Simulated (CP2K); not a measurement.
The system is PtS2.

```
Pt S
1.0
     3.54320    0.00000    0.00000
    -1.77160    3.06850    0.00000
     0.00000    0.00000    5.03880
Pt S
1 2
Cartesian
  0.0000 0.0000 0.0000
  1.7716 1.0228 3.8950
  0.0000 2.0457 1.1438
```

Base run:

* Program: CP2K 2026.2
* Functional: HLE16
* Potentials or basis: POTENTIAL_UZH Pt GTH-PBE-q18, S GTH-PBE-q6; TZVP-MOLOPT-PBE-GTH basis
* Density cutoff: 9184 eV
* k mesh: 9 × 9 × 5
* Occupations: fermi-dirac, width 0.05 eV
* Spin: no spin polarisation

Its results: band gap on the k mesh 1.15 eV, indirect (least direct gap 1.25 eV); pressure -11.5 GPa; largest force 1.420 eV/Å.

Problem. After a change of settings the same cell gave: band gap on the k mesh 0.92 eV, indirect (least direct gap 0.97 eV); pressure 6.1 GPa; largest force 1.137 eV/Å. Which change was it?
A. functional from HLE16 to r2SCAN
B. functional from HLE16 to rev-vdW-DF2
C. functional from HLE16 to LDA
D. functional from HLE16 to PBE

Solution. C.

Caveats: the potentials were made for another functional, which shifts forces and pressure; spin-orbit coupling is left out, which moves the levels of the heavy elements; an odd mesh through Γ misses points on the zone boundary, where band edges often lie; the basis of atomic orbitals isn't converged, which shifts pressures, moduli and gaps; the potentials were made for a functional far from this one (some runs).
